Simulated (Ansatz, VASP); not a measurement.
One calculation of Ru, two programs

```
CELL_PARAMETERS angstrom
-1.52702 1.52702 1.52702
1.52702 -1.52702 1.52702
1.52702 1.52702 -1.52702
ATOMIC_POSITIONS crystal
Ru 0.00000 0.00000 0.00000
```

Alike in both runs: task single point; functional PBE; k mesh 20 × 20 × 20; occupations gaussian, width 0.05 eV; non-collinear spin, spin-orbit coupling.

|  | VASP | Ansatz |
| --- | --- | --- |
| version | VASP 6.6.1 | Ansatz 0.2.0 |
| potentials or method | VASP PAW PBE potentials, release 64 (Ru_pv) | plane waves, PAW |
| plane-wave cutoff (eV) | 520 | 420 |
| valence electrons in the cell | 14 | 16 |

|  | VASP | Ansatz | Ansatz less VASP |
| --- | --- | --- | --- |
| gap on the k mesh at the Fermi level (eV) | none | none | - |
| pressure (GPa) | 0.0 | 0.0 | 0.00 |
| net moment per atom (μB) | 0.00 | 0.00 | 0.000 |

A gap of «none» marks a metal or a gap that the smearing closes. With one functional, cell and mesh, what is left measures potentials, basis and numerics. The two sets of potentials don't hold the same shells in valence.
